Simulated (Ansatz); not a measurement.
Si + C → SiC: energy for one SiC from the elemental crystals

SiC (F-43m), 4×4×4 mesh:

```xyz
2
Lattice="0.0000 2.1790 2.1790 2.1790 0.0000 2.1790 2.1790 2.1790 0.0000" Properties=species:S:1:pos:R:3 pbc="T T T"
Si    0.0000    0.0000    0.0000
C     1.0895    1.0895    1.0895
```

Si (Fd-3m), 4×4×4 mesh:

```
Si
1.0
     0.00000    2.71550    2.71550
     2.71550    0.00000    2.71550
     2.71550    2.71550    0.00000
Si
2
Direct
  0.00000 0.00000 0.00000
  0.25000 0.25000 0.25000
```

C (Fd-3m), 4×4×4 mesh:

```
C
1.0
     0.00000    1.78350    1.78350
     1.78350    0.00000    1.78350
     1.78350    1.78350    0.00000
C
2
Cartesian
  0.0000 0.0000 0.0000
  0.8918 0.8918 0.8918
```

RPA total energy on PBE orbitals, norm-conserving pseudopotentials (Ansatz); wave cutoff 1116 eV, correlation extrapolated to infinite response cutoff from cutoffs up to 250 eV, long-wavelength term: neglected, core-valence exchange-correlation kept as a semilocal term. Cutoffs are those of the first cell; each cell takes its datasets' own.

PBE gives -0.56 eV.

What does RPA give, and how does it split?

-0.67 eV: exact exchange -0.74 eV and correlation +0.07 eV. The meshes are coarse, which can move each part by tenths of an eV, so these aren't converged reaction energies.

With norm-conserving pseudopotentials the core–valence exchange is only approximate, which can shift gaps by tenths of an eV and RPA lattice constants by most of a per cent.
